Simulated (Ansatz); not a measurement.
# La (sc type): a single-point run

Aim: a sound single-point run of La (sc type).

Method: DFT, LDA, all-electron LAPW, scalar-relativistic, in Ansatz 0.2.0.

5 further runs of the same task are left out: 5 that didn't finish. Runs told in other sessions of the task aren't counted.

## (1) The structure to begin with

Symmetry: Pm-3m, No. 221, cubic system. The conventional cell has a = 2.521 Å, b = 2.521 Å, c = 2.521 Å, α = 90.00°, β = 90.00°, γ = 90.00°. Around La (site symmetry m-3m) lie 6 La at 2.52 Å.

The input asks for a charge of -6 e on the cell.

Structure file:

```cif
data_structure
_symmetry_space_group_name_H-M 'P 1'
_symmetry_Int_Tables_number 1
_cell_length_a 2.5207
_cell_length_b 2.5207
_cell_length_c 2.5207
_cell_angle_alpha 90.000
_cell_angle_beta 90.000
_cell_angle_gamma 90.000
_cell_volume 16.02
loop_
_atom_site_label
_atom_site_type_symbol
_atom_site_fract_x
_atom_site_fract_y
_atom_site_fract_z
_atom_site_occupancy
La1 La 0.00000 0.00000 0.00000 1
```

## (2) Input and run

Input file input.yaml:

```yaml
crystal:
  lattice:
    - [2.5207457519, 0.0, 0.0]
    - [0.0, 2.5207457519, 0.0]
    - [0.0, 0.0, 2.5207457519]
  atoms:
    - { symbol: La, position: [0.0, 0.0, 0.0] }
kpoints:
  mp_grid: { grid: [13, 13, 13] }
scf:
  occupations: { method: fermi_dirac, width: 0.05 }
  max_iter: 100
hamiltonian:
  xc: lda
  pseudopotentials: { kind: all_electron, lapw: { basis_error: 0.001 } }
output:
  forces: true
  stress: true
  eigenvalues: true
  populations: true
total_charge: -6
```

The run is started by

```bash
$ ansatz run input.yaml --threads 1 --pin off --max-ram 2048MiB --backend cpu --events-out ev --progress --plain --runs-dir out
```

What happens when this is run?

The program finished normally. It gives a pressure of -790 GPa, which is large.

Look at the input: total_charge is -6. With this charge the calculation describes a differently charged system.

To check: delete total_charge (the default then holds).
